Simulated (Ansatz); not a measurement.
## Is this Ge structure a true minimum?

The cell was found from a structure generator's guess, not taken from experiment.

Level of theory: DFT PBE, scalar-relativistic, plane waves, PAW (Ansatz 0.2.0). Plane waves to 420 eV, a k mesh through Γ of 8×8×6 on the computed 8-atom cell and Gaussian smearing (0.10 eV); no spin polarisation.

The cell below (8 atoms, space group Cmce (No. 64)) is relaxed within its symmetry.

```
Ge
1.0
     3.52090   -4.07622    0.00000
     3.52090    4.07622    0.00000
     0.00000    0.00000    7.06568
Ge
8
Cartesian
  1.2591 -1.0881 2.9053
  2.2618 -1.0881 0.6276
  1.2591 1.0881 4.1604
  2.2618 1.0881 6.4381
  5.7827 -1.0881 2.9053
  5.7827 1.0881 4.1604
  4.7800 -1.0881 0.6276
  4.7800 1.0881 6.4381
```

For the test it was strained at random (σ = 1.5 % a component), the atoms were moved at random (σ = 0.15 Å), and all was relaxed again on a coarse 4×4×4 mesh (in the run’s order of axes) with 0.20 eV smearing, with no symmetry imposed.

Q: Is the structure stable against such a distortion?

A: It returns, within 1 meV/atom of the unmoved cell on that mesh and with the same symmetry when read at 0.1 Å. So it is stable against the distortions that fit this cell and that this random move excites. Modes that don't fit the cell aren't tested.
